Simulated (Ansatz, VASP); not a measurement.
KTaO3: VASP beside Ansatz

File INCAR:

```
SYSTEM = KTaO3
PREC = Accurate
ENCUT = 520
EDIFF = 1E-6
ISMEAR = 0
SIGMA = 0.02
LREAL = .False.
LASPH = .True.
NELM = 150
ALGO = Normal
ISIF = 2
LWAVE = .False.
LCHARG = .True.
MAGMOM = 0 0 0 0 0 0 0 0 0 0 0 0 0 0 0
LORBIT = 11
LSORBIT = .True.
GGA_COMPAT = .False.
LORBMOM = .True.
LMAXMIX = 4
GGA = PE
LVHAR = .True.
NBANDS = 53
```

File KPOINTS:

```
Automatic mesh
0
Gamma
  8 8 8
  0 0 0
```

POSCAR

```
KTaO3
1.0
    4.0245444164      0.0000000000      0.0000000000
    0.0000000000      4.0245444164      0.0000000000
    0.0000000000      0.0000000000      4.0245444164
K Ta O
1 1 3
Direct
    0.5000000000      0.5000000000      0.5000000000
    0.0000000000      0.0000000000      0.0000000000
    0.5000000000      0.0000000000      0.0000000000
    0.0000000000      0.5000000000      0.0000000000
    0.0000000000      0.0000000000      0.5000000000
```

Input for Ansatz:

```yaml
crystal:
  lattice:
    - [4.0245444164, 0.0, 0.0]
    - [0.0, 4.0245444164, 0.0]
    - [0.0, 0.0, 4.0245444164]
  atoms:
    - { symbol: K, position: [0.5, 0.5, 0.5] }
    - { symbol: Ta, position: [0.0, 0.0, 0.0] }
    - { symbol: O, position: [0.5, 0.0, 0.0] }
    - { symbol: O, position: [0.0, 0.5, 0.0] }
    - { symbol: O, position: [0.0, 0.0, 0.5] }
basis:
  ecutwfc: 420
kpoints:
  mp_grid: { grid: [8, 8, 8] }
  band_path:
    path:
      - [[0.0, 0.0, 0.0], [0.0, 0.5, 0.0], [0.5, 0.5, 0.0], [0.0, 0.0, 0.0], [0.5, 0.5, 0.5], [0.0, 0.5, 0.0]]
      - [[0.5, 0.5, 0.5], [0.5, 0.5, 0.0]]
    npoints: 10
hamiltonian:
  xc: pbe
scf:
  occupations: { method: gaussian, width: 0.02 }
output:
  forces: true
  stress: true
  eigenvalues: true
  populations: true
  dos: { projected: true, de: 0.02 }
  bader: false
  write_density: true
  write_potential: true
  elf: true
  volumetric_format: npy
magnetization:
  noncollinear: true
  spin_orbit: true
```

Alike in both runs: task single point; functional PBE; k mesh 8 × 8 × 8; occupations gaussian, width 0.02 eV; non-collinear spin, spin-orbit coupling.

|  | VASP | Ansatz |
| --- | --- | --- |
| version | VASP 6.6.1 | Ansatz 0.2.0 |
| potentials or method | VASP PAW PBE potentials, release 64 (K_sv, Ta_pv, O) | plane waves, PAW |
| plane-wave cutoff (eV) | 520 | 420 |
| valence electrons in the cell | 38 | 40 |

|  | VASP | Ansatz | Ansatz less VASP |
| --- | --- | --- | --- |
| gap on the k mesh at the Fermi level (eV) | 1.94 | 2.02 | +0.074 |
| least direct gap on the mesh (eV) | 2.52 | 2.59 | +0.071 |
| pressure (GPa) | 0.8 | -0.2 | -0.97 |
| net moment per atom (μB) | 0.00 | 0.00 | 0.000 |

With one functional, cell and mesh, what is left measures potentials, basis and numerics. The two sets of potentials don't hold the same shells in valence.
